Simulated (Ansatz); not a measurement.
**Generalised stacking fault in Si2Mo**

Theory: DFT r2SCAN, scalar-relativistic, plane waves, PAW in Ansatz 0.2.0. Cutoff 500 eV, Γ-centred 8×8×3 k-points, Gaussian smearing of 0.03 eV. No spin polarisation. Energies are free energies at this smearing, counted from the undisturbed cell; pressure is positive in compression.

Zero of the scan (relaxed at this level; this form isn't the usual structure):

```
CELL_PARAMETERS angstrom
-4.58398 0.00000 0.00000
2.29199 -3.96984 0.00000
0.00000 0.00000 13.15368
ATOMIC_POSITIONS crystal
Si 0.83614 0.16386 0.25002
Si 0.83614 0.16386 0.75002
Si 0.67228 0.83614 0.91668
Si 0.67228 0.83614 0.41668
Si 0.16386 0.32772 0.08335
Si 0.16386 0.32772 0.58335
Si 0.16386 0.83614 0.25002
Si 0.16386 0.83614 0.75002
Si 0.32772 0.16386 0.91668
Si 0.32772 0.16386 0.41668
Si 0.83614 0.67228 0.08335
Si 0.83614 0.67228 0.58335
Mo 0.50000 0.00000 0.08335
Mo 0.50000 0.00000 0.58335
Mo 0.00000 0.50000 0.91668
Mo 0.00000 0.50000 0.41668
Mo 0.50000 0.50000 0.25002
Mo 0.50000 0.50000 0.75002
```

The cut lies on the cell's a–b face, a (0 0 1) plane (indices in the standard cell, whose axes needn't be the Cartesian ones shown) of area 18.20 Å², between layers 2.19 Å apart. Vector c is tilted by f times 1·a + 0·b (length 4.584 Å) with the atoms' Cartesian places fixed: one unrelaxed fault a cell.

| f | γ (mJ/m²) | shear traction, the slope of γ along the slip (GPa) | gap on the mesh (eV) |
| --- | --- | --- | --- |
| 0.0000 | 0 | 0.0 | 0.16 |
| 0.1000 | 833 | 34.6 | 0.03 |
| 0.2000 | 2635 | 30.9 | 0.00 |
| 0.3000 | 2637 | -29.0 | 0.00 |
| 0.4000 | ? | ? | 0.03 |

By symmetry 0.6000 repeats 0.4000, 0.8000 repeats 0.2000 in energy, with the opposite slope along the path.

Problem. Give the withheld values.

Solution. γ (mJ/m²) at f = 0.4000: 966; shear traction, the slope of γ along the slip (GPa) at f = 0.4000: -32.5.

Cost: 5 runs of about 26 core-minutes in all, on Intel Xeon Platinum 8259CL (Skylake/Cascade Lake) (shared hosts).